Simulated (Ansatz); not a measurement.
Input of an Ansatz 0.2.0 run:

input.yaml

```yaml
crystal:
  lattice:
    - [-1.38371547, 1.38371547, 1.38371547]
    - [1.38371547, -1.38371547, 1.38371547]
    - [2.76743094, 2.76743094, -2.76743094]
  atoms:
    - { symbol: Ni, position: [0.0, 0.0, 0.0], spin: 1.0, spin_axis: [0.707107, 0.707107, 0.0] }
    - { symbol: Ni, position: [0.0, 0.0, 0.5], spin: 0.501, spin_axis: [-0.707107, -0.707107, 0.0] }
kpoints:
  mp_grid: { grid: [13, 13, 13] }
scf:
  occupations: { method: fermi_dirac, width: 0.1 }
hamiltonian:
  xc: revpbe
  dispersion: d3bj
  pseudopotentials: { kind: all_electron, lapw: { basis_error: 0.001 } }
  hubbard:
    sites: [{ species: Ni, l: d, u_eff: 3.5 }]
    double_counting: fll
    projectors: ortho-atomic
magnetization:
  noncollinear: true
output:
  forces: true
  stress: true
  eigenvalues: true
  populations: true
```

Potentials or basis: all-electron LAPW, scalar-relativistic.

Run with:

```bash
$ ansatz run input.yaml --threads 2 --pin off --max-ram 6144MiB --backend cpu --events-out ev --progress --plain --runs-dir out
```

**Question.** Estimate the net moment.

**Answer.** 1.22 μB per cell.

**Question.** Estimate the absolute moment.

**Answer.** 1.43 μB per cell.

**Question.** What does it give for the band gap on the k mesh?

**Answer.** None (metal or under the smearing width).

Moments on the atoms (μB; x, y, z):
```
Ni  0.44 0.44 0.00
Ni  0.44 0.44 0.00
```

Caveat: the magnetic state may not be the lowest; the U is typed as a test and isn't derived for this compound; the starting moments weren't kept. The state reached can hang on the start; a lower one may exist.
